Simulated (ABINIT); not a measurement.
# NiO (Fm-3m) in ABINIT: a series of runs

One crystal, NiO, is run at these levels: AM05, revPBE; tasks: band structure.

All numbers are computed with ABINIT 10.8.3 (patched build); they aren't measurements. Logs are shortened: lines on timing, memory, paths and dates and some standing lists are left out, and cuts for length are marked. The log counts tension as positive stress, the text compression.

### Step 1. The crystal as given

It takes space group Fm-3m (No. 225, cubic). The conventional cell has a = 4.172 Å, b = 4.172 Å, c = 4.172 Å, α = 90.00°, β = 90.00°, γ = 90.00°. Around Ni (site symmetry m-3m) lie 6 O at 2.09 Å. O (site symmetry m-3m) is surrounded by 6 Ni at 2.09 Å.

### Step 2. Band structure, AM05, collinear spin, ferromagnetic start

Input file run.abi:

```
# Datasets: ground state, then fixed potential
ndtset 2

# Pseudopotentials
pp_dirpath "./"
pseudos "Ni.GGA_PBE-JTH.xml, O.GGA_PBE-JTH.xml"

# Structure
acell 5.5745227313 5.5745227313 5.5745227313
rprim
     0.0000000000     0.7071067812     0.7071067812
     0.7071067812     0.0000000000     0.7071067812
     0.7071067812     0.7071067812     0.0000000000
ntypat 2
znucl 28 8
natom 2
typat 1 2
xcart
     0.0000000000     0.0000000000     0.0000000000
     2.0859016414     2.0859016414     2.0859016414 Angstrom

# Plane-wave basis
ecut 1333.357926 eV
pawecutdg 73.5
pawxcdev 0

# Exchange and correlation
ixc -120135

# Bands and occupations
occopt 3
tsmear 0.05 eV

# Spin
nsppol 2
spinat
     0.0000000000     0.0000000000     1.0000000000
     0.0000000000     0.0000000000     0.0000000000

# SCF cycle
nstep 100

# Output
iomode 3
prtwf 0
prteig 0
prtebands 0
prtden1 1

# Dataset 1
kptopt1 1
ngkpt1 9 9 9
nshiftk1 1
shiftk1 0.0 0.0 0.0
nband1 17
tolvrs1 1.0e-9

# Dataset 2: bands along G-X-W-K-G-L-U-W-L-K
iscf2 -2
getden2 1
nband2 23
nbdbuf2 4
tolwfr2 1.0e-11
kptopt2 -9
ndivsm2 8
prteig2 1
kptbounds2
     0.0000000000     0.0000000000     0.0000000000
     0.5000000000     0.0000000000     0.5000000000
     0.5000000000     0.2500000000     0.7500000000
     0.3750000000     0.3750000000     0.7500000000
     0.0000000000     0.0000000000     0.0000000000
     0.5000000000     0.5000000000     0.5000000000
     0.6250000000     0.2500000000     0.6250000000
     0.5000000000     0.2500000000     0.7500000000
     0.5000000000     0.5000000000     0.5000000000
     0.3750000000     0.3750000000     0.7500000000
```

Potentials or basis: JTH PAW PBE v2.0.

The run is started by

```sh
> abinit run.abi > log 2>&1
```

run.abo:

```text
.Version 10.8.3 of ABINIT
 DATASET    1 : space group Fm -3 m (#225); Bravais cF (face-center cubic)
================================================================================
 Values of the parameters that define the memory need for DATASET  1.
     intxc =       0    ionmov =       0      iscf =      17    lmnmax =      18
     lnmax =       6     mgfft =      36  mpssoang =       3    mqgrid =    3001
     natom =       2  nloc_mem =       2    nspden =       2   nspinor =       1
    nsppol =       2      nsym =      48    n1xccc =       1    ntypat =       2
    occopt =       3   xclevel =       2
       mpw =        2020          nfft =       46656          nkpt =          35
 PAW method is used; the additional fine FFT grid is defined by:
   mgfftf=        45    nfftf =     91125
================================================================================
================================================================================

 DATASET    2 : space group Fm -3 m (#225); Bravais cF (face-center cubic)
================================================================================
 Values of the parameters that define the memory need for DATASET  2.
     intxc =       0    ionmov =       0      iscf =      -2    lmnmax =      18
     lnmax =       6     mgfft =      36  mpssoang =       3    mqgrid =    3001
     natom =       2  nloc_mem =       2    nspden =       2   nspinor =       1
    nsppol =       2      nsym =      48    n1xccc =       1    ntypat =       2
    occopt =       3   xclevel =       2
       mpw =        2040          nfft =       46656          nkpt =         139
 PAW method is used; the additional fine FFT grid is defined by:
   mgfftf=        45    nfftf =     91125
================================================================================
================================================================================

--------------------------------------------------------------------------------
------------- Echo of variables that govern the present computation ------------
--------------------------------------------------------------------------------
 -outvars: echo values of preprocessed input variables --------
            acell      5.5745227313E+00  5.5745227313E+00  5.5745227313E+00 Bohr
              amu      5.86900000E+01  1.59994000E+01
             ecut      4.90000000E+01 Hartree
           getden1          0
           getden2          1
             iscf1         17
             iscf2         -2
                       outvar_i_n : Printing only first  50 k-points.
              ixc     -120135
           jdtset        1    2
                       outvar_i_n : Printing only first  50 k-points.
           kptopt1          1
           kptopt2         -9
         kptrlatt        9    0    0      0    9    0      0    0    9
          kptrlen1     5.01707046E+01
          kptrlen2     3.00000000E+01
            natom           2
            nband1         17
            nband2         23
           nbdbuf1          0
           nbdbuf2          4
           ndtset           2
           ndivsm1          0
           ndivsm2          8
            ngfft          36      36      36
          ngfftdg          45      45      45
             nkpt1         35
             nkpt2        139
           nspden           2
           nsppol           2
            nstep         100
             nsym          48
           ntypat           2
           occopt           3
        pawecutdg      7.35000000E+01 Hartree
         pawxcdev           0
        prtebands           0
           prteig1          0
           prteig2          1
[... 2535 lines left out ...]
...

 Integrated electronic and magnetization densities in atomic spheres:
 ------------------------------------------------------------------------------------------------------------
 Radius=ratsph(iatom), smearing ratsm=  0.0000. Diff(up-dn)=approximate z local magnetic moment.
    Atom    Radius    up_density   dn_density  Total(up+dn)  Diff(up-dn)
    1 Ni   1.81432     8.076614     7.712235     15.788849     0.364379
    2  O   1.41465     2.257060     2.199183      4.456243     0.057877
 ------------------------------------------------------------------------------------------------------------
  Sum:                10.333674     9.911418     20.245092     0.422256
 Total magnetization (from the atomic spheres):                0.422256
 Total magnetization (exact up - dn):                          0.440852

================================================================================

 ----iterations are completed or convergence reached----

 Mean square residual over all n,k,spin=   39.849E-13; max=  99.978E-13
 reduced coordinates (array xred) for    2 atoms
       0.000000000000      0.000000000000      0.000000000000
       0.500000000000      0.500000000000      0.500000000000

 cartesian coordinates (angstrom) at end:
    1      0.00000000000000     0.00000000000000     0.00000000000000
    2      2.08590164003910     2.08590164003910     2.08590164003910
 length scales=  5.574522731300  5.574522731300  5.574522731300 bohr
              =  2.949910389063  2.949910389063  2.949910389063 angstroms
 Eigenvalues (hartree) for nkpt= 139  k points, SPIN UP:
 kpt#   1, nband= 23, wtk=  1.00000, kpt=  0.0000  0.0000  0.0000 (reduced coord)
  -3.43334   -1.98806   -1.98806   -1.98806   -0.40818    0.22528    0.22528    0.22528
   0.27030    0.27030    0.27030    0.27336    0.27336    0.40010    0.98828    1.03612
   1.03612    1.03612    1.17033    1.17033    1.17033    1.29216    1.29216
 kpt#   2, nband= 23, wtk=  1.00000, kpt=  0.0217  0.0000  0.0217 (reduced coord)
  -3.43334   -1.98807   -1.98807   -1.98807   -0.40791    0.22123    0.22446    0.22446
   0.27012    0.27117    0.27117    0.27343    0.27630    0.40187    0.98026    1.03365
   1.03365    1.04549    1.15980    1.17403    1.17403    1.29253    1.30157
 kpt#   3, nband= 23, wtk=  1.00000, kpt=  0.0435  0.0000  0.0435 (reduced coord)
  -3.43334   -1.98809   -1.98808   -1.98808   -0.40710    0.21137    0.22221    0.22221
   0.26959    0.27360    0.27360    0.27362    0.28286    0.40710    0.96452    1.02700
   1.02700    1.06530    1.13465    1.18438    1.18438    1.29365    1.32332
 kpt#   4, nband= 23, wtk=  1.00000, kpt=  0.0652  0.0000  0.0652 (reduced coord)
  -3.43334   -1.98811   -1.98809   -1.98809   -0.40578    0.19886    0.21896    0.21896
   0.26872    0.27394    0.27711    0.27711    0.29009    0.41556    0.94755    1.01775
   1.01775    1.08902    1.10308    1.19979    1.19979    1.29551    1.34912
 kpt#   5, nband= 23, wtk=  1.00000, kpt=  0.0870  0.0000  0.0870 (reduced coord)
[... 524 lines left out ...]
  -3.43320   -1.98902   -1.98874   -1.98839   -0.35201    0.08369    0.11247    0.14723
   0.28242    0.30383    0.31135    0.32310    0.34891    0.65025    0.68679    0.74007
   0.91289    1.06309    1.25728    1.38375    1.44623    1.50143    1.54047
 kpt# 137, nband= 23, wtk=  1.00000, kpt=  0.3929  0.3929  0.7143 (reduced coord)
  -3.43320   -1.98899   -1.98879   -1.98840   -0.35169    0.09062    0.10882    0.14903
   0.27959    0.30454    0.31181    0.31923    0.34412    0.64631    0.69750    0.73331
   0.91787    1.04910    1.26488    1.40106    1.44798    1.50729    1.57025
 kpt# 138, nband= 23, wtk=  1.00000, kpt=  0.3839  0.3839  0.7321 (reduced coord)
  -3.43320   -1.98899   -1.98880   -1.98842   -0.35152    0.09633    0.10645    0.15094
   0.27662    0.30528    0.31244    0.31637    0.33928    0.64003    0.70963    0.72797
   0.92208    1.03674    1.27504    1.41585    1.44541    1.51114    1.60478
 kpt# 139, nband= 23, wtk=  1.00000, kpt=  0.3750  0.3750  0.7500 (reduced coord)
  -3.43320   -1.98901   -1.98879   -1.98844   -0.35154    0.09696    0.10923    0.15296
   0.27355    0.30601    0.31281    0.31493    0.33447    0.63309    0.72099    0.72449
   0.92552    1.02600    1.28754    1.42838    1.44089    1.51294    1.63650
 Eigenvalues (hartree) for nkpt= 139  k points, SPIN DOWN:
 kpt#   1, nband= 23, wtk=  1.00000, kpt=  0.0000  0.0000  0.0000 (reduced coord)
  -3.41702   -1.97207   -1.97207   -1.97207   -0.40437    0.22982    0.22982    0.22982
   0.27989    0.27989    0.27989    0.29307    0.29307    0.40322    0.98791    1.03897
   1.03897    1.03897    1.17478    1.17478    1.17478    1.29761    1.29761
 kpt#   2, nband= 23, wtk=  1.00000, kpt=  0.0217  0.0000  0.0217 (reduced coord)
  -3.41702   -1.97208   -1.97207   -1.97207   -0.40409    0.22630    0.22905    0.22905
   0.27970    0.28072    0.28072    0.29313    0.29545    0.40501    0.98039    1.03652
   1.03652    1.04785    1.16427    1.17846    1.17846    1.29798    1.30700
 kpt#   3, nband= 23, wtk=  1.00000, kpt=  0.0435  0.0000  0.0435 (reduced coord)
  -3.41702   -1.97210   -1.97208   -1.97208   -0.40328    0.21729    0.22690    0.22690
   0.27915    0.28306    0.28306    0.29334    0.30112    0.41032    0.96519    1.02992
   1.02992    1.06713    1.13914    1.18874    1.18874    1.29907    1.32872
 kpt#   4, nband= 23, wtk=  1.00000, kpt=  0.0652  0.0000  0.0652 (reduced coord)
  -3.41702   -1.97212   -1.97209   -1.97209   -0.40194    0.20532    0.22376    0.22376
   0.27825    0.28649    0.28649    0.29368    0.30769    0.41893    0.94859    1.02071
   1.02071    1.09052    1.10755    1.20409    1.20409    1.30090    1.35454
 kpt#   5, nband= 23, wtk=  1.00000, kpt=  0.0870  0.0000  0.0870 (reduced coord)
[... 525 lines left out ...]
   0.29293    0.31450    0.32234    0.34060    0.36626    0.65391    0.69066    0.74320
   0.91627    1.06620    1.25885    1.38682    1.44984    1.50602    1.54358
 kpt# 137, nband= 23, wtk=  1.00000, kpt=  0.3929  0.3929  0.7143 (reduced coord)
  -3.41688   -1.97302   -1.97281   -1.97242   -0.34726    0.09435    0.11317    0.15643
   0.28982    0.31516    0.32279    0.33716    0.36165    0.65026    0.70109    0.73647
   0.92132    1.05224    1.26634    1.40404    1.45207    1.51208    1.57319
 kpt# 138, nband= 23, wtk=  1.00000, kpt=  0.3839  0.3839  0.7321 (reduced coord)
  -3.41688   -1.97302   -1.97283   -1.97244   -0.34708    0.09995    0.11075    0.15817
   0.28658    0.31588    0.32313    0.33495    0.35699    0.64408    0.71312    0.73116
   0.92557    1.03991    1.27641    1.41872    1.44983    1.51608    1.60776
 kpt# 139, nband= 23, wtk=  1.00000, kpt=  0.3750  0.3750  0.7500 (reduced coord)
  -3.41688   -1.97304   -1.97281   -1.97245   -0.34709    0.10045    0.11360    0.16001
   0.28326    0.31660    0.32318    0.33408    0.35233    0.63716    0.72451    0.72766
   0.92903    1.02921    1.28885    1.43110    1.44556    1.51798    1.64103

== END DATASET(S) ==============================================================
================================================================================

 -outvars: echo values of variables after computation  --------
            acell      5.5745227313E+00  5.5745227313E+00  5.5745227313E+00 Bohr
           etotal1    -1.8673829179E+02
            fcart1    -0.0000000000E+00 -0.0000000000E+00 -0.0000000000E+00
                      -0.0000000000E+00 -0.0000000000E+00 -0.0000000000E+00
            rprim      0.0000000000E+00  7.0710678120E-01  7.0710678120E-01
                       7.0710678120E-01  0.0000000000E+00  7.0710678120E-01
                       7.0710678120E-01  7.0710678120E-01  0.0000000000E+00
           strten1     3.8892234014E-04  3.8892234014E-04  3.8892234014E-04
                       0.0000000000E+00  0.0000000000E+00  0.0000000000E+00
           xangst      0.0000000000E+00  0.0000000000E+00  0.0000000000E+00
                       2.0859016400E+00  2.0859016400E+00  2.0859016400E+00
             xred      0.0000000000E+00  0.0000000000E+00  0.0000000000E+00
                       5.0000000000E-01  5.0000000000E-01  5.0000000000E-01
 Calculation completed.
```

Run time: 5.2 min. Hardware: 1 thread of Arm Neoverse V1, shared host; peak memory 0.32 GiB.

Results:

```yaml
Free_energy: -5081.4078 eV
Pressure: -11.4 GPa
Band_gap_on_the_k_mesh: none (metal or under the smearing width)
Net_moment: 0.44 μB per cell
Site_moments: Ni +0.36; O +0.06 μB
Valence_electrons_inside_the_program's_atomic_spheres: Ni 15.79; O 4.46
```

Levels at the corners of the path, in eV from the Fermi level:
Spin up:
| point | band 9 | band 10 | band 11 | band 12 | band 13 | band 14 | band 15 | band 16 | band 17 | band 18 |
| --- | --- | --- | --- | --- | --- | --- | --- | --- | --- | --- |
| Γ | -1.94 | -1.94 | -1.94 | -1.86 | -1.86 | 1.59 | 17.60 | 18.90 | 18.90 | 18.90 |
| X | -2.93 | -1.47 | -0.91 | -0.83 | -0.83 | 6.31 | 10.45 | 12.29 | 16.65 | 16.65 |
| W | -1.24 | -1.24 | -1.05 | -0.83 | -0.20 | 8.62 | 10.62 | 10.62 | 13.54 | 22.09 |
| K | -1.85 | -0.97 | -0.78 | -0.72 | -0.19 | 7.93 | 10.32 | 10.42 | 15.89 | 18.62 |
| Γ | -1.94 | -1.94 | -1.94 | -1.86 | -1.86 | 1.59 | 17.60 | 18.90 | 18.90 | 18.90 |
| L | -1.12 | -1.12 | -0.73 | 1.09 | 1.09 | 5.55 | 9.99 | 14.09 | 14.09 | 21.35 |
| U | -1.85 | -0.97 | -0.78 | -0.72 | -0.19 | 7.93 | 10.32 | 10.42 | 15.89 | 18.62 |
| W | -1.24 | -1.24 | -1.05 | -0.83 | -0.20 | 8.62 | 10.62 | 10.62 | 13.54 | 22.09 |
| L | -1.12 | -1.12 | -0.73 | 1.09 | 1.09 | 5.55 | 9.99 | 14.09 | 14.09 | 21.35 |
| K | -1.85 | -0.97 | -0.78 | -0.72 | -0.19 | 7.93 | 10.32 | 10.42 | 15.89 | 18.62 |
Spin down:
```csv
point,band 8,band 9,band 10,band 11,band 12,band 13,band 14,band 15,band 16,band 17
Γ,-3.04,-1.68,-1.68,-1.68,-1.32,-1.32,1.68,17.59,18.98,18.98
X,-4.34,-2.71,-0.91,-0.54,-0.54,-0.36,6.42,10.54,12.39,16.75
W,-5.67,-0.98,-0.98,-0.54,-0.49,0.29,8.75,10.71,10.71,13.63
K,-4.94,-1.59,-0.68,-0.50,-0.20,0.29,8.04,10.42,10.51,15.99
Γ,-3.04,-1.68,-1.68,-1.68,-1.32,-1.32,1.68,17.59,18.98,18.98
L,-5.34,-0.81,-0.81,-0.45,1.53,1.53,5.60,10.12,14.16,14.16
U,-4.94,-1.59,-0.68,-0.50,-0.20,0.29,8.04,10.42,10.51,15.99
W,-5.67,-0.98,-0.98,-0.54,-0.49,0.29,8.75,10.71,10.71,13.63
L,-5.34,-0.81,-0.81,-0.45,1.53,1.53,5.60,10.12,14.16,14.16
K,-4.94,-1.59,-0.68,-0.50,-0.20,0.29,8.04,10.42,10.51,15.99
```

Caveat: small starting moments can end in a higher magnetic state in this program; the PAW data sets were made with another functional, which shifts forces and pressure a little; a cell with one magnetic atom can't hold antiferromagnetic order, which such compounds often take; semilocal functionals often make such compounds metallic where correlation or magnetic order opens a gap, which also shifts bond lengths.

### Step 3. Band structure, revPBE, collinear spin, ferromagnetic start

Changes to run.abi since step 2:

```diff
@@ -27,3 +27,3 @@
 # Exchange and correlation
-ixc -120135
+ixc 14
```

Potentials or basis: JTH PAW PBE v2.0.

The run is started by

```sh
> abinit run.abi > log 2>&1
```

Wall time 5.3 min (1 thread of Arm Neoverse V1, shared host); peak memory 0.32 GiB.

Results (log left out):

| Property | Result |
| --- | --- |
| Free energy | -5084.8316 eV |
| Pressure | 2.5 GPa |
| Band gap on the k mesh | none (metal or under the smearing width) |
| Net moment | 0.00 μB per cell |
| Valence electrons inside the program's atomic spheres | Ni 15.79; O 4.49 |

Levels at the corners of the path, in eV from the Fermi level:
Spin up:
| point | band 8 | band 9 | band 10 | band 11 | band 12 | band 13 | band 14 | band 15 | band 16 | band 17 |
| --- | --- | --- | --- | --- | --- | --- | --- | --- | --- | --- |
| Γ | -3.17 | -1.89 | -1.89 | -1.89 | -1.54 | -1.54 | 1.62 | 17.80 | 19.02 | 19.02 |
| X | -4.44 | -2.87 | -1.14 | -0.79 | -0.79 | -0.62 | 6.43 | 10.59 | 12.44 | 16.81 |
| W | -5.78 | -1.20 | -1.20 | -0.79 | -0.75 | 0.07 | 8.74 | 10.76 | 10.76 | 13.66 |
| K | -5.06 | -1.79 | -0.93 | -0.75 | -0.45 | 0.06 | 8.05 | 10.46 | 10.56 | 16.05 |
| Γ | -3.17 | -1.89 | -1.89 | -1.89 | -1.54 | -1.54 | 1.62 | 17.80 | 19.02 | 19.02 |
| L | -5.47 | -1.05 | -1.05 | -0.69 | 1.29 | 1.29 | 5.66 | 10.11 | 14.24 | 14.24 |
| U | -5.06 | -1.79 | -0.93 | -0.75 | -0.45 | 0.06 | 8.05 | 10.46 | 10.56 | 16.05 |
| W | -5.78 | -1.20 | -1.20 | -0.79 | -0.75 | 0.07 | 8.74 | 10.76 | 10.76 | 13.66 |
| L | -5.47 | -1.05 | -1.05 | -0.69 | 1.29 | 1.29 | 5.66 | 10.11 | 14.24 | 14.24 |
| K | -5.06 | -1.79 | -0.93 | -0.75 | -0.45 | 0.06 | 8.05 | 10.46 | 10.56 | 16.05 |
Spin down:
| point | band 8 | band 9 | band 10 | band 11 | band 12 | band 13 | band 14 | band 15 | band 16 | band 17 |
| --- | --- | --- | --- | --- | --- | --- | --- | --- | --- | --- |
| Γ | -3.17 | -1.89 | -1.89 | -1.89 | -1.54 | -1.54 | 1.62 | 17.80 | 19.02 | 19.02 |
| X | -4.44 | -2.87 | -1.14 | -0.79 | -0.79 | -0.62 | 6.43 | 10.59 | 12.44 | 16.81 |
| W | -5.78 | -1.20 | -1.20 | -0.79 | -0.75 | 0.07 | 8.74 | 10.76 | 10.76 | 13.66 |
| K | -5.06 | -1.79 | -0.93 | -0.75 | -0.45 | 0.06 | 8.05 | 10.46 | 10.56 | 16.05 |
| Γ | -3.17 | -1.89 | -1.89 | -1.89 | -1.54 | -1.54 | 1.62 | 17.80 | 19.02 | 19.02 |
| L | -5.47 | -1.05 | -1.05 | -0.69 | 1.29 | 1.29 | 5.66 | 10.11 | 14.24 | 14.24 |
| U | -5.06 | -1.79 | -0.93 | -0.75 | -0.45 | 0.06 | 8.05 | 10.46 | 10.56 | 16.05 |
| W | -5.78 | -1.20 | -1.20 | -0.79 | -0.75 | 0.07 | 8.74 | 10.76 | 10.76 | 13.66 |
| L | -5.47 | -1.05 | -1.05 | -0.69 | 1.29 | 1.29 | 5.66 | 10.11 | 14.24 | 14.24 |
| K | -5.06 | -1.79 | -0.93 | -0.75 | -0.45 | 0.06 | 8.05 | 10.46 | 10.56 | 16.05 |

Caveat: small starting moments can end in a higher magnetic state in this program; the PAW data sets were made with another functional, which shifts forces and pressure a little; semilocal functionals often make such compounds metallic where correlation or magnetic order opens a gap, which also shifts bond lengths.

### Step 4. Comparison with measurements

Step 2. The gap isn't set beside the deposited one, since this odd mesh misses points on the zone boundary.

Step 3. The gap isn't set beside the deposited one, since this odd mesh misses points on the zone boundary.
